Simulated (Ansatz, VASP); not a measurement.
**Two plane-wave programs on Nb**

File POSCAR:

```
Nb
1.0
   -1.6185523499      1.6185523499      1.6185523499
    1.6185523499     -1.6185523499      1.6185523499
    1.6185523499      1.6185523499     -1.6185523499
Nb
1
Direct
    0.0000000000      0.0000000000      0.0000000000
```

Contents of INCAR.step1:

```
ALGO     = Normal         # electronic algorithm
EDIFF    = 1E-4           # SCF threshold, eV
ENCUT    = 520            # plane-wave cutoff, eV
GGA      = PE             # functional
ISMEAR   = 0              # smearing method
LASPH    = T              # aspherical terms in the spheres
LCHARG   = F              # write CHGCAR
LREAL    = F              # projectors in reciprocal space
LWAVE    = T              # write WAVECAR
NBANDS   = 12             # bands
NELM     = 60             # most SCF steps
PREC     = Accurate       # precision mode
SIGMA    = 0.1            # smearing width, eV
```

File INCAR.step2:

```
ALGO     = Normal         # electronic algorithm
EDIFF    = 1E-6           # SCF threshold, eV
ENCUT    = 520            # plane-wave cutoff, eV
ISIF     = 2              # what is computed and relaxed
ISMEAR   = 0              # smearing method
ISTART   = 1            
LASPH    = T              # aspherical terms in the spheres
LCHARG   = T              # write CHGCAR
LELF     = T              # ELF
LMIXTAU  = T            
LREAL    = F              # projectors in reciprocal space
LVHAR    = T            
LWAVE    = F              # write WAVECAR
METAGGA  = R2SCAN         # meta-GGA
NBANDS   = 12             # bands
NELM     = 60             # most SCF steps
PREC     = Accurate       # precision mode
SIGMA    = 0.1            # smearing width, eV
```

KPOINTS

```
k-points
0
Gamma
  18 18 18
```

Input for Ansatz:

```yaml
crystal:
  lattice:
    - [-1.6185523499, 1.6185523499, 1.6185523499]
    - [1.6185523499, -1.6185523499, 1.6185523499]
    - [1.6185523499, 1.6185523499, -1.6185523499]
  atoms:
    - { symbol: Nb, position: [0.0, 0.0, 0.0] }
basis:
  ecutwfc: 500
kpoints:
  mp_grid: { grid: [18, 18, 18] }
hamiltonian:
  xc: r2scan
scf:
  occupations: { method: gaussian, width: 0.1 }
output:
  forces: true
  stress: true
  eigenvalues: true
```

Alike in both runs: task single point; functional r2SCAN; k mesh 18 × 18 × 18; occupations gaussian, width 0.1 eV; no spin polarisation.

|  | VASP | Ansatz |
| --- | --- | --- |
| version | VASP 6.6.1 | Ansatz 0.2.0 |
| potentials or method | VASP PAW PBE potentials, release 64 (Nb_sv) | scalar-relativistic, plane waves, PAW |
| plane-wave cutoff (eV) | 520 | 500 |
| valence electrons in the cell | 13 | 13 |

Ansatz gave:

* gap on the k mesh at the Fermi level (eV): none
* pressure (GPa): 11.9

What did VASP give for the same quantities?

gap on the k mesh at the Fermi level (eV): none; pressure (GPa): 11.7.

A gap of «none» marks a metal or a gap that the smearing closes. With one functional, cell and mesh, what is left measures potentials, basis and numerics.

Caveats: the PAW data sets were made with another functional, which shifts forces and pressure a little (VASP).
